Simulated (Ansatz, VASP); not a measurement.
LiH in VASP and in Ansatz

```
Li H
1.0
     0.00000    2.03675    2.03675
     2.03675    0.00000    2.03675
     2.03675    2.03675    0.00000
Li H
1 1
Direct
  0.00000 0.00000 0.00000
  0.50000 0.50000 0.50000
```

Alike in both runs: task single point; functional PBE exchange alone; k mesh 11 × 11 × 11; no spin polarisation.

```csv
,VASP,Ansatz
version,VASP 6.6.1,Ansatz 0.2.0
potentials or method,"VASP PAW PBE potentials, release 64 (Li_sv, H)",Ansatz PAW earlier set
plane-wave cutoff (eV),520,800
occupations,"gaussian, width 0.01 eV",fixed
valence electrons in the cell,4,4
```

```csv
,VASP,Ansatz,Ansatz less VASP
gap on the k mesh at the Fermi level (eV),3.70,3.71,+0.006
least direct gap on the mesh (eV),3.70,3.71,+0.006
```

Caveats: an odd mesh through Γ misses points on the zone boundary, where band edges often lie (VASP); odd divisions of the mesh miss points on the zone boundary, where band edges often lie, so the gap on the mesh can be too wide (Ansatz).
